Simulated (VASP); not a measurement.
SiC (Moissanite):

```
Si C
1.0
     3.07600    0.00000    0.00000
    -1.53800    2.66389    0.00000
     0.00000    0.00000    5.04800
Si C
2 2
Direct
  0.66667 0.33333 0.50000
  0.33333 0.66667 0.00000
  0.66667 0.33333 0.88500
  0.33333 0.66667 0.38500
```

Program: VASP 6.6.1. Alike in all runs: task band structure; potentials or basis VASP PAW PBE potentials, release 64 (Si, C); no spin polarisation; cell as given; k mesh 10 × 10 × 6; cutoff (eV) 520; smearing gaussian 0.02 eV.

Problem. Order these runs on this cell by their band gap on the k mesh, lowest first.
A. level PBEsol; further INCAR settings ALGO = Fast; EDIFF = 1e-06
B. level TB-mBJ; further INCAR settings ALGO = Normal; EDIFF = 1e-06
C. level PBE; further INCAR settings ALGO = Fast; EDIFF = 1e-06
D. level r2SCAN; further INCAR settings ALGO = Normal; EDIFF = 1e-06

Solution. A (2.32 eV), C (2.48 eV), D (2.86 eV), B (3.47 eV).

Caveats: the mesh misses the band edges, which the band path finds closer together.
